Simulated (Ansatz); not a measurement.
Input, command and steps of an Ansatz relaxation.

```yaml
crystal:
  lattice:
    - [-1.449968865, 1.449968865, 4.7177951357]
    - [1.449968865, -1.449968865, 4.7177951357]
    - [1.449968865, 1.449968865, -4.7177951357]
  atoms:
    - { symbol: Si, position: [0.0, 0.0, 0.0] }
    - { symbol: O, position: [0.34, 0.34, 0.0] }
    - { symbol: O, position: [0.66, 0.66, 0.0] }
basis:
  ecutwfc: 420
kpoints:
  mp_grid: { grid: [8, 8, 8] }
hamiltonian:
  xc: pbe
scf:
  occupations: { method: gaussian, width: 0.1 }
  lower_state_search: "off"
output:
  forces: true
  stress: true
  eigenvalues: true
relax:
  adjacent_minimum: "off"
  f_tol: 0.04
  max_steps: 70
  cell: { stress_tol: 0.4 }
```

```bash
ansatz run input.yaml --threads 1 --pin off --max-ram 2560MiB --backend cpu --events-out ev --progress --plain --runs-dir out
```

Method: DFT PBE, scalar-relativistic, plane waves, PAW in Ansatz.

Of 16 frames 10 are shown, positions in Å and forces in eV/Å; the SCF threshold varies from step to step. Steps run on the plane waves of an earlier cell, with a Pulay correction in the pressure. The basis is chosen afresh for the last frame, the zero of the energies, and at times for earlier ones too; energy and pressure can step there, also at an unchanged geometry. Where two frames share a geometry here, they differ by under 2 meV/atom and 0.3 GPa. The end is built of layers, and without a dispersion correction their distances are poorly fixed.

```xyz
3
Lattice="-1.4500 1.4500 4.7178 1.4500 -1.4500 4.7178 1.4500 1.4500 -4.7178" Properties=species:S:1:pos:R:3:forces:R:3 pbc="T T T" step=1 free_energy_over_end_meV_per_atom=1484.25 pressure_GPa=-30.99
Si    0.0000    0.0000    0.0000    0.0000    0.0000    0.0000
O     0.0000    0.0000    3.2081    0.0000    0.0000    3.6087
O     0.0000    0.0000    6.2275    0.0000    0.0000   -3.6087
3
Lattice="-1.3442 1.3442 4.3542 1.3442 -1.3442 4.3542 1.3442 1.3442 -4.3542" Properties=species:S:1:pos:R:3:forces:R:3 pbc="T T T" step=3 free_energy_over_end_meV_per_atom=347.73 pressure_GPa=-22.01
Si    0.0000    0.0000    0.0000    0.0000    0.0000    0.0000
O     0.0000    0.0000    3.2745    0.0000    0.0000   -0.2262
O     0.0000    0.0000    5.4340    0.0000    0.0000    0.2262
3
Lattice="-1.2732 1.2732 4.3643 1.2732 -1.2732 4.3643 1.2732 1.2732 -4.3643" Properties=species:S:1:pos:R:3:forces:R:3 pbc="T T T" step=4 free_energy_over_end_meV_per_atom=130.30 pressure_GPa=-12.96
Si    0.0000    0.0000    0.0000    0.0000    0.0000    0.0000
O     0.0000    0.0000    3.2852    0.0000    0.0000   -0.1573
O     0.0000    0.0000    5.4433    0.0000    0.0000    0.1573
3
Lattice="-1.2058 1.2058 4.7231 1.2058 -1.2058 4.7231 1.2058 1.2058 -4.7231" Properties=species:S:1:pos:R:3:forces:R:3 pbc="T T T" step=6 free_energy_over_end_meV_per_atom=14.77 pressure_GPa=4.36
Si    0.0000    0.0000    0.0000    0.0000    0.0000    0.0000
O     0.0000    0.0000    3.6563    0.0000    0.0000   -0.6874
O     0.0000    0.0000    5.7899    0.0000    0.0000    0.6874
3
Lattice="-1.2041 1.2041 5.1251 1.2041 -1.2041 5.1251 1.2041 1.2041 -5.1251" Properties=species:S:1:pos:R:3:forces:R:3 pbc="T T T" step=8 free_energy_over_end_meV_per_atom=3.17 pressure_GPa=1.21
Si    0.0000    0.0000    0.0000    0.0000    0.0000    0.0000
O     0.0000    0.0000    4.0403    0.0000    0.0000   -0.0799
O     0.0000    0.0000    6.2100    0.0000    0.0000    0.0799
3
Lattice="-1.2073 1.2073 5.1363 1.2073 -1.2073 5.1363 1.2073 1.2073 -5.1363" Properties=species:S:1:pos:R:3:forces:R:3 pbc="T T T" step=9 free_energy_over_end_meV_per_atom=3.32 pressure_GPa=-0.24
Si    0.0000    0.0000    0.0000    0.0000    0.0000    0.0000
O     0.0000    0.0000    4.0489    0.0000    0.0000   -0.0116
O     0.0000    0.0000    6.2238    0.0000    0.0000    0.0116
3
Lattice="-1.2055 1.2055 5.2286 1.2055 -1.2055 5.2286 1.2055 1.2055 -5.2286" Properties=species:S:1:pos:R:3:forces:R:3 pbc="T T T" step=11 free_energy_over_end_meV_per_atom=2.23 pressure_GPa=0.17
Si    0.0000    0.0000    0.0000    0.0000    0.0000    0.0000
O     0.0000    0.0000    4.1427    0.0000    0.0000   -0.0447
O     0.0000    0.0000    6.3146    0.0000    0.0000    0.0447
3
Lattice="-1.2050 1.2050 5.2836 1.2050 -1.2050 5.2836 1.2050 1.2050 -5.2836" Properties=species:S:1:pos:R:3:forces:R:3 pbc="T T T" step=13 free_energy_over_end_meV_per_atom=0.81 pressure_GPa=0.35
Si    0.0000    0.0000    0.0000    0.0000    0.0000    0.0000
O     0.0000    0.0000    4.1968    0.0000    0.0000   -0.0070
O     0.0000    0.0000    6.3705    0.0000    0.0000    0.0070
3
Lattice="-1.2052 1.2052 5.3664 1.2052 -1.2052 5.3664 1.2052 1.2052 -5.3664" Properties=species:S:1:pos:R:3:forces:R:3 pbc="T T T" step=14 free_energy_over_end_meV_per_atom=1.23 pressure_GPa=0.19
Si    0.0000    0.0000    0.0000    0.0000    0.0000    0.0000
O     0.0000    0.0000    4.2797    0.0000    0.0000   -0.0248
O     0.0000    0.0000    6.4530    0.0000    0.0000    0.0248
3
Lattice="-1.2052 1.2052 5.4183 1.2052 -1.2052 5.4183 1.2052 1.2052 -5.4183" Properties=species:S:1:pos:R:3:forces:R:3 pbc="T T T" step=16 free_energy_over_end_meV_per_atom=0.00 pressure_GPa=0.12
Si    0.0000    0.0000    0.0000    0.0000    0.0000    0.0000
O     0.0000    0.0000    4.3306    0.0000    0.0000    0.0166
O     0.0000    0.0000    6.5061    0.0000    0.0000   -0.0166
```

The start puts this composition into another compound's structure type, which needn't suit it. At the end the space group is I4/mmm (tolerance 0.05 Å).

The run took 31 s on 1 thread of Arm Neoverse V1 (shared host), peak memory 0.31 GiB.

The k mesh is coarse.